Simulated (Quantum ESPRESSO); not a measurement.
# InAs (F-43m) in Quantum ESPRESSO: phonons with AM05

Aim: the phonons of InAs with AM05.

All numbers are computed with Quantum ESPRESSO 7.5; they aren't measurements. Logs are shortened: lines on timing, memory, paths and dates and some standing lists are left out, and cuts for length are marked.

**Experimental background.**

From a printed reference work, data compilation, for a bulk crystal of InAs at 4.2 K: band gap 0.418 eV (direct).

How close the calculation comes is told below.

## (1) The structure

It takes space group F-43m (No. 216, cubic). The conventional cell has a = 6.036 Å, b = 6.036 Å, c = 6.036 Å, α = 90.00°, β = 90.00°, γ = 90.00°. In (site symmetry -43m) is surrounded by 4 As at 2.61 Å. As (site symmetry -43m) is surrounded by 4 In at 2.61 Å.

## (2) Phonons, AM05

pw.in reads:

```
&CONTROL
  calculation = 'scf'
  prefix = 'pwscf'
  outdir = './tmp'
  pseudo_dir = './pseudo'
  tprnfor = .true.
  tstress = .true.
  disk_io = 'low'
/
&SYSTEM
  ibrav = 0
  nat = 2
  ntyp = 2
  ecutwfc = 84
  nbnd = 21
  input_dft = 'XC-000I-000I-120L-135L-000I-000I'
  occupations = 'smearing'
  smearing = 'mv'
  degauss = 0.01999163
/
&ELECTRONS
  conv_thr = 4d-10
  electron_maxstep = 120
  mixing_beta = 0.5
/
ATOMIC_SPECIES
In   114.8180 In.upf
As    74.9216 As.upf
CELL_PARAMETERS angstrom
   0.0000000000    3.0180000000    3.0180000000
   3.0180000000    0.0000000000    3.0180000000
   3.0180000000    3.0180000000    0.0000000000
ATOMIC_POSITIONS crystal
In     0.0000000000    0.0000000000    0.0000000000
As     0.7500000000    0.7500000000    0.7500000000
K_POINTS automatic
8 8 8 0 0 0
```

relax.in reads:

```
&CONTROL
  calculation = 'vc-relax'
  prefix = 'pwscf'
  outdir = './tmp'
  pseudo_dir = './pseudo'
  tprnfor = .true.
  tstress = .true.
  disk_io = 'low'
  nstep = 40
  forc_conv_thr = 0.0001
  etot_conv_thr = 1d-06
/
&SYSTEM
  ibrav = 0
  nat = 2
  ntyp = 2
  ecutwfc = 84
  nbnd = 21
  input_dft = 'XC-000I-000I-120L-135L-000I-000I'
  occupations = 'smearing'
  smearing = 'mv'
  degauss = 0.01999163
/
&ELECTRONS
  conv_thr = 4d-10
  electron_maxstep = 120
  mixing_beta = 0.5
/
&IONS
  ion_dynamics = 'bfgs'
/
&CELL
  cell_dynamics = 'bfgs'
  press = 0
  press_conv_thr = 0.2
/
ATOMIC_SPECIES
In   114.8180 In.upf
As    74.9216 As.upf
CELL_PARAMETERS angstrom
   0.0000000000    3.0180000000    3.0180000000
   3.0180000000    0.0000000000    3.0180000000
   3.0180000000    3.0180000000    0.0000000000
ATOMIC_POSITIONS crystal
In     0.0000000000    0.0000000000    0.0000000000
As     0.7500000000    0.7500000000    0.7500000000
K_POINTS automatic
8 8 8 0 0 0
```

scf2.in reads:

```
&CONTROL
  calculation = 'scf'
  prefix = 'pwscf'
  outdir = './tmp'
  pseudo_dir = './pseudo'
  tprnfor = .true.
  tstress = .true.
  disk_io = 'low'
/
&SYSTEM
  ibrav = 0
  nat = 2
  ntyp = 2
  ecutwfc = 84
  nbnd = 21
  input_dft = 'XC-000I-000I-120L-135L-000I-000I'
  occupations = 'smearing'
  smearing = 'mv'
  degauss = 0.01999163
/
&ELECTRONS
  conv_thr = 1d-13
  electron_maxstep = 120
  mixing_beta = 0.5
  startingpot = 'file'
  startingwfc = 'file'
/
ATOMIC_SPECIES
In   114.8180 In.upf
As    74.9216 As.upf
CELL_PARAMETERS angstrom
   0.0000000000    3.0500197493    3.0500197493
   3.0500197493    0.0000000000    3.0500197493
   3.0500197493    3.0500197493    0.0000000000
ATOMIC_POSITIONS crystal
In     0.0000000000    0.0000000000    0.0000000000
As     0.7500000000    0.7500000000    0.7500000000
K_POINTS automatic
8 8 8 0 0 0
```

ph.in reads:

```
phonons of InAs
&INPUTPH
  prefix = 'pwscf'
  outdir = './tmp'
  tr2_ph = 1d-16
  fildyn = 'dyn'
  niter_ph = 60
  alpha_mix(1) = 0.4
/
0.0000000000 0.0000000000 0.0000000000
```

dynmat.in reads:

```
&INPUT
  fildyn = 'dyn'
  asr = 'crystal'
  filout = 'dynmat.disp'
  fileig = 'dynmat.eig'
/
```

Potentials or basis: PseudoDojo 0.4.1 SR PBE standard.

Launch:

```
OMP_NUM_THREADS=1 pw.x -in pw.in > pw.out
OMP_NUM_THREADS=1 pw.x -in relax.in > relax.out
OMP_NUM_THREADS=1 pw.x -in scf2.in > scf2.out
OMP_NUM_THREADS=1 ph.x -in ph.in > ph.out
OMP_NUM_THREADS=1 dynmat.x -in dynmat.in > dynmat.out
```

pw.out:

```text
This program is part of the open-source Quantum ESPRESSO suite
     for quantum simulation of materials; please cite
         "P. Giannozzi et al., J. Phys.:Condens. Matter 21 395502 (2009);
         "P. Giannozzi et al., J. Phys.:Condens. Matter 29 465901 (2017);
         "P. Giannozzi et al., J. Chem. Phys. 152 154105 (2020);
     in publications or presentations arising from this work. More details at

     IMPORTANT: XC functional enforced from input :
     Exchange-correlation= XC-000I-000I-120L-135L-000I-000I
                           (   0   0 120 135   0   0   0)
     Any further DFT definition will be discarded
     Please, verify this is what you really want

     Message from routine setup:
     using ibrav=0 with symmetry is DISCOURAGED, use correct ibrav instead

     G-vector sticks info
     --------------------
     sticks:   dense  smooth     PW     G-vecs:    dense   smooth      PW
     Sum        1507    1507    433                38709    38709    5985

     Using Slab Decomposition

     bravais-lattice index     =            0
     lattice parameter (alat)  =       8.0655  a.u.
     unit-cell volume          =     371.0089 (a.u.)^3
     number of atoms/cell      =            2
     number of atomic types    =            2
     number of electrons       =        28.00
     number of Kohn-Sham states=           21
     kinetic-energy cutoff     =      84.0000  Ry
     charge density cutoff     =     336.0000  Ry
     scf convergence threshold =      4.0E-10
     mixing beta               =       0.5000
     number of iterations used =            8  plain     mixing
     Exchange-correlation= XC-000I-000I-120L-135L-000I-000I
                           (   0   0 120 135   0   0   0)

     celldm(1)=   8.065534  celldm(2)=   0.000000  celldm(3)=   0.000000
     celldm(4)=   0.000000  celldm(5)=   0.000000  celldm(6)=   0.000000

     crystal axes: (cart. coord. in units of alat)
               a(1) = (   0.000000   0.707107   0.707107 )
               a(2) = (   0.707107   0.000000   0.707107 )
               a(3) = (   0.707107   0.707107   0.000000 )

     reciprocal axes: (cart. coord. in units 2 pi/alat)
               b(1) = ( -0.707107  0.707107  0.707107 )
               b(2) = (  0.707107 -0.707107  0.707107 )
               b(3) = (  0.707107  0.707107 -0.707107 )

     PseudoPot. # 1 for In read from file:
     In.upf
     Pseudo is Norm-conserving + core correction, Zval = 13.0
     Generated using ONCVPSP code by D. R. Hamann
     Using radial grid of 1964 points,  6 beta functions with:
                l(1) =   0
                l(2) =   0
                l(3) =   1
                l(4) =   1
                l(5) =   2
                l(6) =   2

     PseudoPot. # 2 for As read from file:
     As.upf
     Pseudo is Norm-conserving + core correction, Zval = 15.0
     Generated using ONCVPSP code by D. R. Hamann
     Using radial grid of 1358 points,  6 beta functions with:
                l(1) =   0
                l(2) =   0
                l(3) =   1
                l(4) =   1
                l(5) =   2
                l(6) =   2

     atomic species   valence    mass     pseudopotential
     In               13.00   114.81800     In( 1.00)
     As               15.00    74.92160     As( 1.00)

     24 Sym. Ops. (no inversion) found

   Cartesian axes

     site n.     atom                  positions (alat units)
         1        In     tau(   1) = (   0.0000000   0.0000000   0.0000000  )
         2        As     tau(   2) = (   1.0606602   1.0606602   1.0606602  )

     number of k points=    29  Marzari-Vanderbilt smearing, width (Ry)=  0.0200
                       cart. coord. in units 2pi/alat
        k(    1) = (   0.0000000   0.0000000   0.0000000), wk =   0.0039062
        k(    2) = (   0.0883883   0.0883883  -0.0883883), wk =   0.0312500
        k(    3) = (   0.1767767   0.1767767  -0.1767767), wk =   0.0312500
        k(    4) = (   0.2651650   0.2651650  -0.2651650), wk =   0.0312500
        k(    5) = (  -0.3535534  -0.3535534   0.3535534), wk =   0.0156250
        k(    6) = (   0.1767767   0.0000000   0.0000000), wk =   0.0234375
[... 21 lines left out ...]
        k(   28) = (  -0.7071068   0.1767767  -0.0000000), wk =   0.0468750
        k(   29) = (  -0.7071068   0.3535534   0.0000000), wk =   0.0234375

     Dense  grid:    38709 G-vectors     FFT dimensions: (  48,  48,  48)

     WARNING: libxc functional with ID  120 depends
      on external parameters: check the user_guide of
      QE if you need to modify them or to check their
      default values.

     WARNING: libxc functional with ID  135 depends
      on external parameters: check the user_guide of
      QE if you need to modify them or to check their
      default values.

     Initial potential from superposition of free atoms

     starting charge      27.9959, renormalised to      28.0000
     Starting wfcs are   18 randomized atomic wfcs +    3 random wfcs

     Self-consistent Calculation

     iteration #  1     ecut=    84.00 Ry     beta= 0.50
     Davidson diagonalization with overlap
     ethr =  1.00E-02,  avg # of iterations =  6.0

     Threshold (ethr) on eigenvalues was too large:
     Diagonalizing with lowered threshold

     Davidson diagonalization with overlap
     ethr =  2.70E-04,  avg # of iterations =  1.9

     WARNING: integrated charge=    28.00199511, expected=    28.00000000

     total energy              =    -343.83134635 Ry
     estimated scf accuracy    <       0.07587879 Ry

     iteration #  2     ecut=    84.00 Ry     beta= 0.50
     Davidson diagonalization with overlap
     ethr =  2.71E-04,  avg # of iterations =  2.0

     WARNING: integrated charge=    28.00103301, expected=    28.00000000

     total energy              =    -343.84708102 Ry
     estimated scf accuracy    <       0.00555829 Ry

     iteration #  3     ecut=    84.00 Ry     beta= 0.50
     Davidson diagonalization with overlap
     ethr =  1.99E-05,  avg # of iterations =  5.4

     WARNING: integrated charge=    28.00015247, expected=    28.00000000

     total energy              =    -343.84757748 Ry
     estimated scf accuracy    <       0.00099378 Ry

     iteration #  4     ecut=    84.00 Ry     beta= 0.50
     Davidson diagonalization with overlap
     ethr =  3.55E-06,  avg # of iterations =  3.2

     WARNING: integrated charge=    28.00003329, expected=    28.00000000

     total energy              =    -343.84766252 Ry
     estimated scf accuracy    <       0.00002988 Ry

     iteration #  5     ecut=    84.00 Ry     beta= 0.50
     Davidson diagonalization with overlap
     ethr =  1.07E-07,  avg # of iterations =  3.0
[... 25 lines left out ...]
     iteration #  9     ecut=    84.00 Ry     beta= 0.50
     Davidson diagonalization with overlap
     ethr =  1.75E-12,  avg # of iterations =  3.1

     End of self-consistent calculation

          k = 0.0000 0.0000 0.0000 (  4909 PWs)   bands (ev):

   -26.7219 -26.7219 -26.7219 -26.7136 -26.7136  -6.2456  -6.2456  -6.2456
    -6.1177  -6.1177  -3.8202   7.8829   8.1034   8.1034   8.1034  12.0044
    12.0044  12.0044  15.6570  17.8749  17.8750

          k = 0.0884 0.0884-0.0884 (  4834 PWs)   bands (ev):
[... 19 lines left out ...]
   -26.7220 -26.7217 -26.7217 -26.7134 -26.7134  -6.3775  -6.2130  -6.2130
    -6.1092  -6.1092  -2.3306   2.2926   7.1022   7.1022   9.0455  12.7937
    12.7937  15.0217  17.1957  18.9676  18.9676

          k = 0.1768 0.0000 0.0000 (  4825 PWs)   bands (ev):

   -26.7220 -26.7219 -26.7219 -26.7136 -26.7135  -6.2805  -6.2336  -6.2336
    -6.1224  -6.1143  -3.6022   6.1249   7.5668   7.5668   9.8279  11.3299
    12.7757  12.7757  15.8093  16.8805  18.0505

          k = 0.2652 0.0884-0.0884 (  4822 PWs)   bands (ev):
[... 25 lines left out ...]
   -26.7219 -26.7218 -26.7217 -26.7135 -26.7134  -6.3432  -6.2187  -6.2151
    -6.1206  -6.1125  -2.8977   3.7692   6.3297   7.4758  10.1244  12.7178
    12.8570  13.5547  16.1346  17.2385  18.3898

          k = 0.0000-0.1768 0.1768 (  4806 PWs)   bands (ev):

   -26.7220 -26.7219 -26.7218 -26.7135 -26.7135  -6.2989  -6.2327  -6.2266
    -6.1211  -6.1148  -3.3973   5.1896   6.9903   7.8563   9.9083  12.0869
    12.4103  13.1776  16.0961  16.8445  17.5405

          k = 0.3536 0.0000 0.0000 (  4833 PWs)   bands (ev):

   -26.7222 -26.7217 -26.7217 -26.7136 -26.7133  -6.3532  -6.2040  -6.2040
    -6.1361  -6.1062  -3.0071   4.3754   6.6618   6.6618  10.3726  10.8894
    14.3817  14.3817  14.8777  18.5631  19.1897

          k = 0.4419 0.0884-0.0884 (  4805 PWs)   bands (ev):
[... 13 lines left out ...]
   -26.7219 -26.7217 -26.7216 -26.7135 -26.7133  -6.3965  -6.1996  -6.1891
    -6.1235  -6.1123  -2.0305   2.5030   4.9924   6.5907  10.5332  12.9514
    14.2451  14.7568  16.2628  17.4111  19.6246

          k = 0.0000-0.3536 0.3536 (  4836 PWs)   bands (ev):

   -26.7219 -26.7218 -26.7217 -26.7134 -26.7134  -6.3744  -6.2061  -6.2024
    -6.1199  -6.1152  -2.4183   3.0912   5.2561   7.0472  10.6970  13.1404
    13.4680  13.5881  16.2492  17.9078  19.7913

          k = 0.5303-0.0000 0.0000 (  4824 PWs)   bands (ev):

   -26.7223 -26.7215 -26.7215 -26.7137 -26.7131  -6.4149  -6.1735  -6.1735
    -6.1514  -6.0981  -2.2269   2.8953   5.9950   5.9950   9.8111  10.5071
    16.1445  16.1943  16.1943  19.3176  20.8291

          k =-0.0884-0.6187 0.6187 (  4834 PWs)   bands (ev):

   -26.7223 -26.7214 -26.7214 -26.7136 -26.7131  -6.4267  -6.1727  -6.1671
    -6.1496  -6.0982  -1.8889   2.4087   5.4248   5.9125   9.9843  10.8569
    15.7679  16.3731  17.4755  19.6117  20.1390

          k = 0.0000-0.5303 0.5303 (  4830 PWs)   bands (ev):

   -26.7221 -26.7216 -26.7215 -26.7136 -26.7132  -6.4172  -6.1850  -6.1726
    -6.1385  -6.1052  -1.8000   2.3481   4.8089   6.1344  10.2228  12.3956
    15.4365  15.5471  15.9328  18.1761  21.0183

          k =-0.7071 0.0000 0.0000 (  4800 PWs)   bands (ev):

   -26.7224 -26.7214 -26.7214 -26.7137 -26.7131  -6.4383  -6.1606  -6.1606
    -6.1581  -6.0947  -1.7836   2.2135   5.7570   5.7570   9.6626  10.1707
    17.3430  17.3906  17.3906  19.8147  20.4033

          k = 0.3536 0.1768 0.0000 (  4824 PWs)   bands (ev):

   -26.7221 -26.7217 -26.7217 -26.7136 -26.7133  -6.3555  -6.2103  -6.2056
    -6.1300  -6.1080  -2.8424   3.8844   6.0873   6.9937  10.9172  11.3919
    13.2803  14.1349  15.9141  18.3222  18.9768

          k =-0.2652-0.4419 0.6187 (  4828 PWs)   bands (ev):
[... 19 lines left out ...]
   -26.7220 -26.7217 -26.7214 -26.7135 -26.7132  -6.4120  -6.1918  -6.1735
    -6.1349  -6.1069  -1.8457   2.4172   4.9810   5.8263  11.0611  12.3987
    13.6995  15.4418  16.7534  19.2333  20.0634

          k = 0.0000-0.3536 0.5303 (  4833 PWs)   bands (ev):

   -26.7219 -26.7218 -26.7215 -26.7135 -26.7133  -6.4025  -6.1986  -6.1794
    -6.1284  -6.1113  -1.9452   2.5374   4.8638   6.1258  11.3076  12.8335
    13.2045  15.5222  16.0683  17.9542  20.8398

          k =-0.7071 0.1768-0.0000 (  4828 PWs)   bands (ev):

   -26.7222 -26.7215 -26.7214 -26.7136 -26.7131  -6.4272  -6.1761  -6.1670
    -6.1450  -6.1005  -1.7574   2.2797   5.4245   5.4564  10.5950  11.0210
    15.4716  15.8112  17.8392  19.8473  20.1793

          k =-0.7071 0.3536 0.0000 (  4788 PWs)   bands (ev):

   -26.7219 -26.7219 -26.7214 -26.7135 -26.7132  -6.4147  -6.1930  -6.1692
    -6.1331  -6.1095  -1.7309   2.3535   5.1309   5.2095  12.3226  12.4330
    13.1077  14.2201  17.9581  19.9002  19.9645

     the Fermi energy is     8.1255 ev

!    total energy              =    -343.84767268 Ry
     estimated scf accuracy    <          6.9E-11 Ry
     smearing contrib. (-TS)   =       0.00034573 Ry
     internal energy E=F+TS    =    -343.84801841 Ry

     The total energy is F=E-TS. E is the sum of the following terms:
     one-electron contribution =    -175.99571439 Ry
     hartree contribution      =     104.28244587 Ry
     xc contribution           =     -86.34491949 Ry
     ewald contribution        =    -185.78983041 Ry

     convergence has been achieved in   9 iterations

     Forces acting on atoms (cartesian axes, Ry/au):

     atom    1 type  1   force =    -0.00000000   -0.00000000   -0.00000000
     atom    2 type  2   force =    -0.00000000   -0.00000000   -0.00000000

     Total force =     0.000000     Total SCF correction =     0.000000

     Computing stress (Cartesian axis) and pressure

          total   stress  (Ry/bohr**3)                   (kbar)     P=       18.59
   0.00012638   0.00000000   0.00000000           18.59        0.00        0.00
   0.00000000   0.00012638   0.00000000            0.00       18.59        0.00
   0.00000000   0.00000000   0.00012638            0.00        0.00       18.59

=------------------------------------------------------------------------------=
   JOB DONE.
=------------------------------------------------------------------------------=
```

Wall time 17 min (1 thread of Arm Neoverse V2, shared host); peak memory 0.12 GiB.

Results:

| Item | Value |
| --- | --- |
| Free energy | -4678.2962 eV |
| Relaxed volume | 28.37 Å³/atom |
| Relaxed cell | a = 4.313 Å, b = 4.313 Å, c = 4.313 Å, α = 60.00°, β = 60.00°, γ = 60.00° |
| Space group after relaxing (to 0.05 Å) | F-43m (No. 216) |
| Pressure after relaxing | 0.0 GPa |
| Band gap on the k mesh | none (metal or under the smearing width) |
| Highest phonon frequency at Γ | 203 cm⁻¹ |

The path:
| step | energy change (eV) | largest force (eV/Å) | pressure (GPa) | volume (Å³) |
| --- | --- | --- | --- | --- |
| 1 | 0.0000 | 0.0000 | 1.86 | 54.98 |
| 2 | -0.0051 | 0.0000 | 1.28 | 55.50 |
| 3 | -0.0086 | 0.0000 | 0.67 | 56.08 |
| 4 | -0.0100 | 0.0000 | 0.02 | 56.73 |
| 5 | -0.0100 | 0.0000 | 0.00 | 56.75 |

Final structure:
```cif
data_structure
_symmetry_space_group_name_H-M 'P 1'
_symmetry_Int_Tables_number 1
_cell_length_a 4.3134
_cell_length_b 4.3134
_cell_length_c 4.3134
_cell_angle_alpha 60.000
_cell_angle_beta 60.000
_cell_angle_gamma 60.000
_cell_volume 56.75
loop_
_atom_site_label
_atom_site_type_symbol
_atom_site_fract_x
_atom_site_fract_y
_atom_site_fract_z
_atom_site_occupancy
In1 In 0.00000 0.00000 0.00000 1
As1 As 0.75000 0.75000 0.75000 1
```

Phonon frequencies in cm⁻¹ (negative: imaginary):
```tsv
q point	frequencies
(0.000, 0.000, 0.000)	-15 -15 -15 203 203 203
```

Optical modes at Γ, degenerate ones joined:
| cm⁻¹ | components | symmetry | active in |
| --- | --- | --- | --- |
| 203 | 3 | T2 | IR and Raman |

Caveat: the potentials were made for another functional, which shifts forces and pressure; this crystal is a semiconductor, whose small gap the functional closes, so the metal is an error of the method.

## (3) Comparison with measurements

Step 2. A measured gap of InAs is 0.418 eV (direct; 4.2 K; a printed reference work, data compilation); the calculated 0.00 eV misses it by -0.42 eV. Spin-orbit coupling on As, In is left out. The value is that of AM05 on a finite k mesh, which can miss the band edges, without temperature or zero-point motion. Semilocal functionals fall short of measured gaps as a rule.
